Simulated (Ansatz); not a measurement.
The parent structure is ZrO2 (space group P4_2/nmc, No. 137; a = 3.6208 Å, c = 5.2843 Å). Axes: x, y, z lie along a, b, c of the conventional cell.

Level of theory: DFT with PBE, PAW potentials and a 420 eV plane-wave cutoff in Ansatz (a quantum-chemistry and plane-wave program), spin-orbit coupling left out, earlier PAW set.

For the base:

- Pressure = 0.00 GPa
- Band gap = 4.04 eV

Modification: biaxial strain +3.89 %, plane normal [001], relaxed out of plane (Cartesian); in-plane vectors clamped, the third vector and the atoms free.

### Question
What does the calculation give for the ratio −ε⊥/ε∥ after the change?

### Answer
The ratio −ε⊥/ε∥ comes out as 0.33.

### Question
Estimate the effect on the pressure.

### Answer
The pressure (mean of the normal stresses, compression positive) goes from zero to -11.94 GPa.

### Question
How does this affect the band gap?

### Answer
The band gap drops by 0.73 eV to 3.31 eV.

Stability against distortions was not tested. This is not the structure that ZrO2 has at room temperature and ambient pressure.
